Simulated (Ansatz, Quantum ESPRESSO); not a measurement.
# One calculation of TiSi2, 3 ways

```
Ti Si
1.0
    -1.47287    1.71213    4.21208
     1.47287   -1.71213    4.21208
     1.47287    1.71213   -4.21208
Ti Si
1 2
Direct
  0.99363 0.00244 0.00629
  0.68330 0.66758 0.01412
  0.33705 0.31549 0.99488
```

The cell comes from a database or a generator and needn't be the stable form of this composition.

Atoms were shifted at random by some hundredths of an Å from the given cell, which wasn't relaxed again for these runs.

Alike in all runs: task single point; functional PBEsol; k mesh 12 × 12 × 12; occupations fermi-dirac, width 0.05 eV; no spin polarisation; no spin-orbit coupling. Pressure is positive in compression and, in plane waves, holds the error of the finite cutoff, which Ansatz's Pulay term estimates and takes out.

| program and potentials | plane-wave cutoff (eV) | notes | band gap (eV) | pressure (GPa) | largest force (eV/Å) | energy over the undisturbed cell (meV/atom) |
| --- | --- | --- | --- | --- | --- | --- |
| Ansatz, Ansatz PAW | 420 | potentials made for PBE, which Ansatz adapts in part; Pulay term of +0.03 GPa included | no gap | -3.37 | 0.523 | 6.66 |
| Ansatz, all-electron LAPW, scalar-relativistic | - | - | no gap | -3.35 | 0.523 | - |
| Quantum ESPRESSO, GBRV 1.5 PBEsol | 612 | - | ? | ? | ? | ? |

Problem. Estimate from the other rows what the run with Quantum ESPRESSO, GBRV 1.5 PBEsol gave.

Solution. No band gap; pressure -3.39 GPa; largest force 0.523 eV/Å; energy over the undisturbed cell 6.67 meV/atom. The other rows, which needn't bracket it: pressure -3.37 to -3.35; largest force 0.523; energy over the undisturbed cell 6.66.
